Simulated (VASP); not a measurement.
# VSi23 (a cell with a defect) in VASP: further runs

Runs on VSi23 (a cell with a defect). Level: PBEsol+U. Tasks: single point, relaxation of the atoms.

Everything below comes from runs of VASP 6.6.1. Logs are shortened: lines on timing, memory, paths and dates and some standing lists are left out, and cuts for length are marked.

## (1) The crystal as given

The cell holds a defect, 24 atoms: a = 11.534 Å, b = 7.689 Å, c = 7.689 Å, α = 60.00°, β = 60.00°, γ = 60.00°.

## (2) Single point, PBEsol+U, collinear spin, ferromagnetic start

INCAR

```
SYSTEM = VSi23
PREC     = Accurate       ! precision mode
ENCUT    = 350            ! plane-wave cutoff, eV
EDIFF    = 1E-5           ! SCF threshold, eV
ISMEAR   = 0              ! smearing method
SIGMA    = 0.03           ! smearing width, eV
LREAL    = Auto         
LASPH    = .TRUE.         ! aspherical terms in the spheres
NELM     = 120            ! most SCF steps
ALGO     = Normal         ! electronic algorithm
ISIF     = 2              ! what is computed and relaxed
LWAVE    = .FALSE.        ! write WAVECAR
LCHARG   = .FALSE.        ! write CHGCAR
ISPIN    = 2              ! spin polarisation
MAGMOM   = 2 0 0 0 0 0 0 0 0 0 0 0 0 0 0 0 0 0 0 0 0 0 0 0 ! initial moments
LORBIT   = 11             ! projections on sites
NUPDOWN  = 2              ! fixed moment
LMAXMIX  = 4              ! l up to which the mixer works
LDAU     = .TRUE.         ! DFT+U
LDAUTYPE = 2            
LDAUL    = 2 -1           ! shell
LDAUU    = 3 0            ! U, eV
LDAUJ    = 0 0          
LDAUPRINT= 1            
GGA      = PS             ! functional
NBANDS   = 74             ! bands
NELECT   = 106.0
```

KPOINTS

```
regular mesh
0
G
  2 3 3
  0 0 0
```

POSCAR

```
VSi23
1.0
    0.0000000000      8.1555000000      8.1555000000
    5.4370000000      0.0000000000      5.4370000000
    5.4370000000      5.4370000000      0.0000000000
V Si
1 23
Direct
    0.0000000000      0.0000000000      0.0000000000
    0.0000000000      0.0000000000      0.5000000000
    0.0000000000      0.5000000000      0.0000000000
    0.0000000000      0.5000000000      0.5000000000
    0.3333330000      0.0000000000      0.0000000000
    0.3333330000      0.0000000000      0.5000000000
    0.3333330000      0.5000000000      0.0000000000
    0.3333330000      0.5000000000      0.5000000000
    0.6666670000      0.0000000000      0.0000000000
    0.6666670000      0.0000000000      0.5000000000
    0.6666670000      0.5000000000      0.0000000000
    0.6666670000      0.5000000000      0.5000000000
    0.0833333333      0.1250000000      0.1250000000
    0.0833333333      0.1250000000      0.6250000000
    0.0833333333      0.6250000000      0.1250000000
    0.0833333333      0.6250000000      0.6250000000
    0.4166663333      0.1250000000      0.1250000000
    0.4166663333      0.1250000000      0.6250000000
    0.4166663333      0.6250000000      0.1250000000
    0.4166663333      0.6250000000      0.6250000000
    0.7500003333      0.1250000000      0.1250000000
    0.7500003333      0.1250000000      0.6250000000
    0.7500003333      0.6250000000      0.1250000000
    0.7500003333      0.6250000000      0.6250000000
```

Potentials or basis: VASP PAW PBE potentials, release 64 (V_sv, Si).

Command:

```sh
$ cat potpaw_PBE.64/V_sv/POTCAR potpaw_PBE.64/Si/POTCAR > POTCAR
$ mpirun -np 1 vasp_std > vasp.out
```

OUTCAR:

```text
SYSTEM = VSi23
   PREC = Accurate
   ENCUT = 350
   EDIFF = 1E-5
   ISMEAR = 0
   LREAL = Auto
   LASPH = .TRUE.
   NELM = 120
   ISIF = 2
   ISPIN = 2
   LORBIT = 11
   NUPDOWN = 2
   GGA = PS
   NELECT = 106.0

 ion  position               nearest neighbor table
   1  0.000  0.000  0.000-  21 2.35  13 2.35  15 2.35  14 2.35
   2  0.000  0.000  0.500-  22 2.35  14 2.35  16 2.35  13 2.35
   3  0.000  0.500  0.000-  23 2.35  15 2.35  13 2.35  16 2.35
   4  0.000  0.500  0.500-  24 2.35  16 2.35  14 2.35  15 2.35
   5  0.333  0.000  0.000-  13 2.35  17 2.35  19 2.35  18 2.35
   6  0.333  0.000  0.500-  14 2.35  18 2.35  20 2.35  17 2.35
[... 16 lines left out ...]
  23  0.750  0.625  0.125-   3 2.35  11 2.35   9 2.35  12 2.35
  24  0.750  0.625  0.625-   4 2.35  12 2.35  11 2.35  10 2.35

  LATTYP: Found a face centered orthorhombic cell.
 ALAT       =     7.6890791386
 B/A-ratio  =     1.7320508076
 C/A-ratio  =     2.4494897428

  Lattice vectors:

 A1 = (   0.0000000000,   8.1555000000,   8.1555000000)
 A2 = (  -5.4370000000,   2.7185000000,   8.1555000000)
 A3 = (   5.4370000000,   0.0000000000,   5.4370000000)

Analysis of symmetry for initial positions (statically):
=====================================================================
 Subroutine PRICEL returns:
 Original cell was already a primitive cell.

 Routine SETGRP: Setting up the symmetry group for a
 face centered orthorhombic supercell.

 Subroutine GETGRP returns: Found  2 space group operations
 (whereof  2 operations were pure point group operations)
 out of a pool of  8 trial point group operations.

The static configuration has the point symmetry C_1h.

Analysis of symmetry for dynamics (positions and initial velocities):
=====================================================================
 Subroutine PRICEL returns:
 Original cell was already a primitive cell.

 Routine SETGRP: Setting up the symmetry group for a
 face centered orthorhombic supercell.

 Subroutine GETGRP returns: Found  2 space group operations
 (whereof  2 operations were pure point group operations)
 out of a pool of  8 trial point group operations.

The dynamic configuration has the point symmetry C_1h.

Analysis of structural, dynamic, and magnetic symmetry:
=====================================================================
 Subroutine PRICEL returns:
 Original cell was already a primitive cell.

 Routine SETGRP: Setting up the symmetry group for a
 face centered orthorhombic supercell.

 Subroutine GETGRP returns: Found  2 space group operations
 (whereof  2 operations were pure point group operations)
 out of a pool of  8 trial point group operations.

The overall configuration has the point symmetry C_1h.

 Subroutine INISYM returns: Found  2 space group operations
 (whereof  2 operations are pure point group operations),
 and found     1 'primitive' translations

----------------------------------------------------------------------------------------

                                     Primitive cell

  volume of cell :     482.1690

  direct lattice vectors                    reciprocal lattice vectors
     0.000000000  8.155500000  8.155500000    -0.061308320  0.061308320  0.061308320
     5.437000000  0.000000000  5.437000000     0.091962479 -0.091962479  0.091962479
     5.437000000  5.437000000  0.000000000     0.091962479  0.091962479 -0.091962479

  length of vectors
    11.533618708  7.689079139  7.689079139     0.106189124  0.159283687  0.159283687

  position of ions in fractional coordinates (direct lattice)
     0.000000000  0.000000000  0.000000000
[... 134 lines left out ...]
   angular momentum for each species LDAUL =     2   -1
   U (eV)           for each species LDAUU =   3.0  0.0
   J (eV)           for each species LDAUJ =   0.0  0.0
   GGA     = PS    functional components
   LHFCALC =     F    Hartree Fock is set to
   AEXX    =    0.0000 exact exchange contribution
   IVDW    =     0    specifies the selected vdW correction
   LEPSILON=     F    determine dielectric tensor
[... 42 lines left out ...]
  ---------------------------------------------------
  free energy    TOTEN  =      -130.21081253 eV

  energy without entropy =     -130.21081253  energy(sigma->0) =     -130.21081253

 E-fermi :   5.9189     XC(G=0):  -9.6230

 val. band max:        5.7502046149   @ k =   0.0000   0.3333   0.0000
 cond. band min:       6.1639466508   @ k =   0.5000   0.0000   0.0000
 fundamental gap:      0.4137420359
 Fermi energy:         5.6703492749

 spin component 1

 k-point     1 :       0.0000    0.0000    0.0000
  band No.  band energies     occupation
      1     -58.1121      1.00000
      2     -32.1623      1.00000
      3     -32.1435      1.00000
      4     -32.1370      1.00000
      5      -6.1861      1.00000
      6      -4.9083      1.00000
[... 533 lines left out ...]
     64       8.8084      0.00000
     65       8.8948      0.00000
 Fermi energy:         5.9189036932

 spin component 2

 k-point     1 :       0.0000    0.0000    0.0000
  band No.  band energies     occupation
      1     -56.2305      1.00000
      2     -30.3095      1.00000
      3     -30.2625      1.00000
      4     -30.2593      1.00000
      5      -6.1889      1.00000
      6      -4.9103      1.00000
[... 533 lines left out ...]
     64       8.8177      0.00000
     65       8.8994      0.00000
 [bands above 65 left out]

------------------------ aborting loop because EDIFF is reached ----------------------------------------

  FORCE on cell =-STRESS in cart. coord.  units (eV):
  Direction    XX          YY          ZZ          XY          YZ          ZX
  --------------------------------------------------------------------------------------
  -------------------------------------------------------------------------------------
  Total       13.6851688     13.6587581     13.6587581     -0.1507785      0.1872173     -0.1507817
  in kB       45.4738252     45.3860662     45.3860662     -0.5010150      0.6220959     -0.5010256
  external PRESSURE =      45.4153192 kB  Pullay stress =       0.0000000 kB

 VOLUME and BASIS-vectors are now :
 -----------------------------------------------------------------------------
  energy-cutoff  :      350.00
  volume of cell :      482.17
      direct lattice vectors                 reciprocal lattice vectors
     0.000000000  8.155500000  8.155500000    -0.061308320  0.061308320  0.061308320
     5.437000000  0.000000000  5.437000000     0.091962479 -0.091962479  0.091962479
     5.437000000  5.437000000  0.000000000     0.091962479  0.091962479 -0.091962479

 POSITION                                       TOTAL-FORCE (eV/Angst)
 -----------------------------------------------------------------------------------
      0.00000      0.00000      0.00000        -0.071760      0.050475      0.050475
      2.71850      2.71850      0.00000        -0.036458      0.010143      0.228220
      2.71850      0.00000      2.71850        -0.036458      0.228220      0.010143
      5.43700      2.71850      2.71850        -0.224592      0.033080      0.033080
      0.00000      2.71850      2.71850         0.218543     -0.046935     -0.046935
      2.71850      5.43700      2.71850        -0.007642     -0.172097      0.031969
[... 16 lines left out ...]
      4.07775      6.79625      9.51475        -0.052029     -0.030154      0.089127
      6.79625      9.51475      9.51475         0.034793      0.041999      0.041999
 -----------------------------------------------------------------------------------
    total drift:                                0.001355     -0.000292     -0.000292

  FREE ENERGIE OF THE ION-ELECTRON SYSTEM (eV)
  ---------------------------------------------------
  free  energy   TOTEN  =      -130.2108125294 eV

  energy  without entropy=     -130.2108125294  energy(sigma->0) =     -130.21081253

 total charge

# of ion       s       p       d       tot
------------------------------------------
    1        2.329   6.181   3.157  11.666
    2        0.757   0.936   0.000   1.693
    3        0.757   0.936   0.000   1.693
    4        0.756   0.936   0.000   1.692
    5        0.756   0.942   0.000   1.698
    6        0.755   0.942   0.000   1.696
[... 16 lines left out ...]
   23        0.754   0.946   0.000   1.700
   24        0.753   0.947   0.000   1.700
--------------------------------------------------
tot         19.782  27.969   3.157  50.908

 magnetization (x)

# of ion       s       p       d       tot
------------------------------------------
    1        0.027  -0.005   1.981   2.002
    2        0.003   0.002   0.000   0.006
    3        0.003   0.002   0.000   0.006
    4        0.004   0.003   0.000   0.007
    5        0.001  -0.001   0.000  -0.000
    6        0.002   0.001   0.000   0.003
[... 16 lines left out ...]
   23       -0.000  -0.000   0.000  -0.001
   24       -0.000   0.000   0.000  -0.000
--------------------------------------------------
tot         -0.003  -0.128   1.981   1.850
```

Wall time 13 min (1 thread of Intel Xeon Platinum 8488C (Sapphire Rapids), shared host); peak memory 0.59 GiB.

What came out:

```
Free energy                                           : -130.2108 eV
Largest force                                         : 1.055 eV/Å
Net moment                                            : 2.00 μB per cell
Site moments                                          : V +2.00; Si +0.01, -0.00, +0.00, -0.04, -0.01 μB
Valence electrons inside the program's atomic spheres : V 11.67; Si 1.69, 1.70, 1.75
```

Forces on the atoms (eV/Å):
```
V   -0.072  0.050  0.050
Si  -0.036  0.010  0.228
Si  -0.036  0.228  0.010
Si  -0.225  0.033  0.033
Si   0.219 -0.047 -0.047
Si  -0.008 -0.172  0.032
Si  -0.008  0.032 -0.172
Si  -0.007 -0.028 -0.028
Si   0.199 -0.026 -0.026
Si   0.017 -0.174  0.012
Si   0.017  0.012 -0.174
Si  -0.014 -0.006 -0.006
Si   0.443  0.437  0.437
Si  -0.448 -0.427  0.435
Si  -0.448  0.435 -0.427
Si   0.067 -0.052 -0.052
Si  -0.284  0.125  0.125
Si   0.031  0.131 -0.069
Si   0.031 -0.069  0.131
Si   0.025  0.016  0.016
Si   0.605 -0.611 -0.611
Si  -0.052  0.089 -0.030
Si  -0.052 -0.030  0.089
Si   0.035  0.042  0.042
```

Eigenvalues of the final occupation matrices:
```
    site  spin  trace               eigenvalues
site 1 d     1   2.59  0.35 0.38 0.38 0.74 0.74
site 1 d     2   0.59  0.02 0.02 0.18 0.19 0.19
```

Caveat: the cell is charged against a uniform background, so pressure and absolute levels hang on convention; the PAW data sets were made with another functional, which shifts forces and pressure a little; the total moment is fixed, so each spin has its own Fermi level; the U is typed as a test and isn't derived for this compound. The state reached can hang on the start; a lower one may exist.

## (3) Single point, PBEsol+U, collinear spin, zero start

Edit INCAR of step 2 so:

```diff
@@ -14,5 +14,5 @@
 ISPIN    = 2              ! spin polarisation
-MAGMOM   = 2 0 0 0 0 0 0 0 0 0 0 0 0 0 0 0 0 0 0 0 0 0 0 0 ! initial moments
+MAGMOM   = 0 0 0 0 0 0 0 0 0 0 0 0 0 0 0 0 0 0 0 0 0 0 0 0 ! initial moments
 LORBIT   = 11             ! projections on sites
-NUPDOWN  = 2              ! fixed moment
+NUPDOWN  = 0              ! fixed moment
 LMAXMIX  = 4              ! l up to which the mixer works
```

KPOINTS is that of step 2.

POSCAR is that of step 2.

Potentials or basis: VASP PAW PBE potentials, release 64 (V_sv, Si).

Command:

```sh
$ cat potpaw_PBE.64/V_sv/POTCAR potpaw_PBE.64/Si/POTCAR > POTCAR
$ mpirun -np 1 vasp_std > vasp.out
```

Wall time 18 min (1 thread of Intel Xeon Platinum 8488C (Sapphire Rapids), shared host); peak memory 0.61 GiB.

The run converged. Its results:

```yaml
Free_energy: -129.3760 eV
Largest_force: 0.468 eV/Å
Net_moment: 0.00 μB per cell
Valence_electrons_inside_the_program's_atomic_spheres: V 11.60; Si 1.69, 1.70, 1.74
```

Forces on the atoms (eV/Å):
```
V    0.069 -0.025 -0.025
Si  -0.003  0.009 -0.054
Si  -0.003 -0.054  0.009
Si   0.061  0.018  0.018
Si   0.081 -0.026 -0.026
Si  -0.006 -0.085  0.020
Si  -0.006  0.020 -0.085
Si  -0.007 -0.031 -0.031
Si   0.019  0.010  0.010
Si   0.030 -0.017 -0.009
Si   0.030 -0.009 -0.017
Si  -0.020  0.006  0.006
Si   0.075  0.223  0.223
Si  -0.268 -0.085  0.219
Si  -0.268  0.219 -0.085
Si   0.040 -0.016 -0.016
Si  -0.172  0.067  0.067
Si   0.065  0.062 -0.058
Si   0.065 -0.058  0.062
Si   0.004 -0.002 -0.002
Si   0.231 -0.288 -0.288
Si  -0.016  0.052  0.000
Si  -0.016  0.000  0.052
Si   0.017  0.007  0.007
```

Eigenvalues of the final occupation matrices:
```tsv
site	spin	trace	eigenvalues
site 1 d	1	1.56	0.22 0.25 0.34 0.37 0.38
site 1 d	2	1.56	0.22 0.25 0.34 0.37 0.38
```

Caveat: the cell is charged against a uniform background, so pressure and absolute levels hang on convention; the PAW data sets were made with another functional, which shifts forces and pressure a little; the total moment is fixed, so each spin has its own Fermi level; the U is typed as a test and isn't derived for this compound. The state reached can hang on the start; a lower one may exist.

## (4) Relaxation of the atoms, PBEsol+U, collinear spin, ferromagnetic start

INCAR

```
SYSTEM = VSi23
PREC = Accurate
ENCUT = 350
EDIFF = 1E-5
ISMEAR = 0
SIGMA = 0.03
LREAL = Auto
LASPH = .True.
NELM = 120
ALGO = Normal
ISIF = 2
LWAVE = .False.
LCHARG = .False.
ISPIN = 2
MAGMOM = 2 0 0 0 0 0 0 0 0 0 0 0 0 0 0 0 0 0 0 0 0 0 0 0
LORBIT = 11
LMAXMIX = 4
LDAU = .True.
LDAUTYPE = 2
LDAUL = 2 -1
LDAUU = 3 0
LDAUJ = 0 0
LDAUPRINT = 1
GGA = PS
IBRION = 2
NSW = 40
EDIFFG = -0.03
NELECT = 106.0
```

KPOINTS

```
regular mesh
0
Gamma
  2 3 3
  0 0 0
```

POSCAR is that of step 3.

Command:

```sh
$ cat potpaw_PBE.64/V_sv/POTCAR potpaw_PBE.64/Si/POTCAR > POTCAR
$ mpirun -np 1 vasp_std > vasp.out
```

It took 71 min on 1 thread of Intel Xeon Platinum 8488C (Sapphire Rapids), shared host; peak memory 0.62 GiB.

It converged, with:

```
Free energy                                           : -129.8813 eV
Energy gained by relaxing                             : 4.5 meV/atom
Ionic steps                                           : 17
Largest force after relaxing                          : 0.021 eV/Å
Band gap on the k mesh                                : 0.39 eV, indirect (least direct gap 0.52 eV)
Net moment                                            : 0.00 μB per cell
Valence electrons inside the program's atomic spheres : V 11.55; Si 1.70, 1.71, 1.75, 1.69
```

Forces in eV/Å, atoms in the order of the input:
```
V   -0.008 -0.002 -0.002
Si   0.000  0.007 -0.009
Si   0.000 -0.009  0.007
Si   0.003 -0.003 -0.003
Si   0.005 -0.001 -0.001
Si   0.005 -0.006  0.005
Si   0.005  0.005 -0.006
Si  -0.018  0.008  0.008
Si  -0.004 -0.001 -0.001
Si   0.003  0.001 -0.009
Si   0.003 -0.009  0.001
Si   0.011  0.007  0.007
Si  -0.005 -0.006 -0.006
Si  -0.007  0.006  0.001
Si  -0.007  0.001  0.006
Si  -0.006  0.008  0.008
Si   0.006 -0.003 -0.003
Si  -0.007  0.002  0.002
Si  -0.007  0.002  0.002
Si   0.009  0.001  0.001
Si  -0.008  0.005  0.005
Si   0.008 -0.011 -0.006
Si   0.008 -0.006 -0.011
Si   0.014  0.004  0.004
```

The path:
| step | energy change (eV) | largest force (eV/Å) | pressure (GPa) |
| --- | --- | --- | --- |
| 1 | 0.0000 | 0.8556 | 4.31 |
| 2 | -0.0720 | 0.2631 | 4.29 |
| 3 | -0.0789 | 0.1638 | 4.31 |
| 4 | -0.0873 | 0.0900 | 4.31 |
| 5 | -0.0903 | 0.1297 | 4.30 |
| 6 | -0.0959 | 0.1050 | 4.29 |
| 7 | -0.0983 | 0.1431 | 4.29 |
| 8 | -0.1025 | 0.0906 | 4.29 |
| 9 | -0.1034 | 0.0670 | 4.28 |
| 10 | -0.1044 | 0.0405 | 4.27 |
| 11 | -0.1045 | 0.0443 | 4.27 |
| 12 | -0.1053 | 0.0338 | 4.28 |
| 13 | -0.1057 | 0.0443 | 4.26 |
| 14 | -0.1063 | 0.0388 | 4.25 |
| 15 | -0.1069 | 0.0540 | 4.26 |
| 16 | -0.1074 | 0.0404 | 4.29 |
| 17 | -0.1077 | 0.0212 | 4.24 |

Final structure:
```
V Si
1.0
     0.00000    8.15550    8.15550
     5.43700    0.00000    5.43700
     5.43700    5.43700    0.00000
V Si
1 23
Direct
  0.99229 0.99988 0.99988
  0.00307 0.00120 0.49668
  0.00307 0.49668 0.00120
  0.00253 0.49831 0.49831
  0.32760 0.00422 0.00422
  0.33705 0.00002 0.49461
  0.33705 0.49461 0.00002
  0.33294 0.50007 0.50007
  0.66854 0.99934 0.99934
  0.66326 0.00059 0.50630
  0.66326 0.50630 0.00059
  0.66814 0.49900 0.49900
  0.08087 0.12489 0.12489
  0.08841 0.12548 0.61728
  0.08841 0.61728 0.12548
  0.08284 0.62576 0.62576
  0.42192 0.11997 0.11997
  0.41405 0.12416 0.63074
  0.41405 0.63074 0.12416
  0.41775 0.62432 0.62432
  0.73491 0.13495 0.13495
  0.75324 0.12333 0.62458
  0.75324 0.62458 0.12333
  0.75155 0.62433 0.62433
```

Levels at points of the mesh, in eV from the valence-band top:
Spin up:
| k point | band 49 | band 50 | band 51 | band 52 | band 53 | band 54 | band 55 | band 56 | band 57 | band 58 |
| --- | --- | --- | --- | --- | --- | --- | --- | --- | --- | --- |
| (0.00, 0.00, 0.00) | -0.63 | -0.43 | -0.22 | -0.20 | -0.16 | 0.48 | 0.70 | 0.81 | 0.85 | 1.05 |
| (0.50, 0.00, 0.00) | -0.80 | -0.61 | -0.61 | -0.34 | -0.32 | 0.56 | 0.64 | 0.76 | 0.84 | 0.98 |
Spin down:
```
           k point  band 51  band 52  band 53  band 54  band 55  band 56
(0.00, 0.00, 0.00)    -0.25    -0.21    -0.15     0.68     0.81     0.83
(0.50, 0.00, 0.00)    -0.59    -0.36    -0.13     0.39     0.56     0.80
```

Eigenvalues of the final occupation matrices:
| site | spin | trace | eigenvalues |
| --- | --- | --- | --- |
| site 1 d | 1 | 1.55 | 0.02 0.24 0.28 0.28 0.73 |
| site 1 d | 2 | 1.55 | 0.02 0.24 0.28 0.28 0.72 |

Caveat: the cell is charged against a uniform background, so pressure and absolute levels hang on convention; the PAW data sets were made with another functional, which shifts forces and pressure a little; the U is typed as a test and isn't derived for this compound.

## (5) Summary

| task | spin | fixed moment (μB) | cell | moment (μB) | largest force (eV/Å) |
| --- | --- | --- | --- | --- | --- |
| single point | collinear, ferromagnetic start | 2 | as given | 2.00 | 1.05 |
| single point | collinear, zero start | 0 | as given | 0.00 | 0.47 |
| relaxation of the atoms | collinear, ferromagnetic start | - | atoms relaxed | 0.00 | 0.02 |

Alike in all rows: level PBEsol+U; potentials or basis VASP PAW PBE potentials, release 64 (V_sv, Si); V d U = 3 eV; k mesh 2 × 3 × 3; cutoff (eV) 350; smearing gaussian 0.03 eV.

Caveats: the cell is charged against a uniform background, so pressure and absolute levels hang on convention; the PAW data sets were made with another functional, which shifts forces and pressure a little; the U is typed as a test and isn't derived for this compound; the total moment is fixed, so each spin has its own Fermi level (some runs).

Absolute energies hang on the potentials; compare differences alone.
